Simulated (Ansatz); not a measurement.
MgTe (started from an entry of an open crystallographic database), relaxed with r2SCAN: 7 runs in the plane-wave code Ansatz, each a construction of maximally localised Wannier functions. The symmetry is P6_3mc (No. 186, hexagonal); conventional cell a = 4.578 Å, c = 7.456 Å, 33.82 Å³ an atom. Mg is surrounded by 4 Te at 2.80 Å; Te is surrounded by 4 Mg at 2.80 Å. Calculated for a static, non-magnetic cell.

```xyz
4
Lattice="4.5775 0.0000 0.0000 -2.2888 3.9642 0.0000 0.0000 0.0000 7.4556" Properties=species:S:1:pos:R:3 pbc="T T T"
Mg    0.0000    2.6428    0.0328
Mg    2.2888    1.3214    3.7606
Te    0.0000    2.6428    2.8376
Te    2.2888    1.3214    6.5654
```

Windows count from the top of the filled bands; a dash means that no such window was set (without an outer window there is no disentanglement).

| functional | SCF mesh | trial orbitals | functions | mesh | window (eV) | frozen (eV) | Ω total (Å²) | Ω invariant (Å²) | largest spread (Å²) | least projectability | interpolation miss of the model's filled bands (eV, to the nearest computed level) |
| --- | --- | --- | --- | --- | --- | --- | --- | --- | --- | --- | --- |
| PBE | 6×6×4 | Te s, Te p | 8 | 6×6×2 | – | – | 16.11 | 14.09 | 2.02 | 0.91 | 0.132 |
| PBE | 6×6×4 | Te s, Te p | 8 | 6×6×4 | – | – | 16.61 | 14.67 | 2.11 | 0.91 | 0.025 |
| PBE | 6×6×4 | Te p | 6 | 6×6×2 | – | – | 17.22 | 16.88 | 2.91 | 0.88 | 0.126 |
| r2SCAN | 6×6×4 | Te p | 6 | 6×6×2 | – | – | 16.69 | 16.41 | 2.82 | 0.89 | 0.100 |
| HSE06 | 6×6×2 | Te s, Te p | 8 | 6×6×2 | – | – | 15.61 | 13.57 | 1.96 | 0.92 | – |

Question: Estimate from these rows what the further settings give.

| functional | SCF mesh | trial orbitals | functions | mesh | window (eV) | frozen (eV) |
| --- | --- | --- | --- | --- | --- | --- |
| HSE06 | 6×6×2 | Te p | 6 | 6×6×2 | – | – |
| r2SCAN | 6×6×4 | Te s, Te p | 8 | 6×6×2 | – | – |

Answer:

| functional | SCF mesh | trial orbitals | functions | mesh | window (eV) | frozen (eV) | Ω total (Å²) | Ω invariant (Å²) | largest spread (Å²) | least projectability | interpolation miss of the model's filled bands (eV, to the nearest computed level) |
| --- | --- | --- | --- | --- | --- | --- | --- | --- | --- | --- | --- |
| HSE06 | 6×6×2 | Te p | 6 | 6×6×2 | – | – | 16.74 | 16.44 | 2.83 | 0.89 | – |
| r2SCAN | 6×6×4 | Te s, Te p | 8 | 6×6×2 | – | – | 15.64 | 13.55 | 1.96 | 0.93 | 0.105 |

For Te s, Te p with PBE the spread goes 16.11 Å² (6×6×2), 16.61 Å² (6×6×4): finite differences on a coarse mesh understate it.

Spin-orbit coupling is left out, which matters wherever the heavy atoms make up the band edges.
